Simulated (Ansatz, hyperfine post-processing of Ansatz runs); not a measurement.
# CsLiMnS2: isotropic lines and sites in a paramagnetic 7Li spectrum

Calculated values: DFT, PBEsol+U, plane-wave PAW, default files (PAW set soft_2), collinear spin, scalar-relativistic (Ansatz), contact and point-dipole shifts scaled to 340 K with Θ = 0 K (a pure Curie law); spin-only moments, above the ordering temperature.

```
Cs Mn S Li
1.0
     0.00000   -8.32745    0.00000
     4.16372    0.00000    0.00000
    -2.08186    2.08186    7.06654
Cs Mn S Li
2 2 4 2
Direct
  0.00000 0.00001 0.00002
  0.50000 0.00001 0.00002
  0.37500 0.25000 0.50001
  0.87500 0.25000 0.50001
  0.17160 0.34320 0.68641
  0.67160 0.34320 0.68641
  0.32839 0.65678 0.31357
  0.82839 0.65678 0.31357
  0.12500 0.75000 0.50000
  0.62500 0.75000 0.50000
```

7Li MAS at 4.7 T (77.8 MHz), 40 kHz, 340 K; contact and dipolar shift alone, no orbital or quadrupolar part; lines under 1.5 % of the strongest are left out. NMR lines, with heights relative to the strongest:

```tsv
position (ppm)	intensity
-5076.8	1.7
-4562.5	5.1
-4048.2	13
-3533.9	24
-3019.6	37
-2505.3	21
-1991.0	38
-1476.7	28
-962.4	27
-448.2	56
66.1	100
580.4	72
1094.7	17
1609.0	3.6
```

**Question.** Which lines are isotropic ones rather than spinning sidebands, and which Li atoms give them?

Sidebands are spaced by 514 ppm (the spinning rate over the resonance of 77.8 MHz). An isotropic line need not be the tallest: it is the area-weighted centre of its own family of sidebands, and the one that stays put when the rate is changed. Isotropic shifts: -962 ppm for atom 9 and the 1 atom equivalent to it (4 Mn through links of 73° (8)), reduced anisotropy -3427 ppm.

[Logs are printed without paths, hosts, clocks, repeated set-up lines and the standing remarks that a program may print on its own settings, such as how far it seeks lower states.]

[Hosts, paths, dates, database ids (printed as entryN), source tags and the programs' standing remarks are cut or masked in the printed files.]
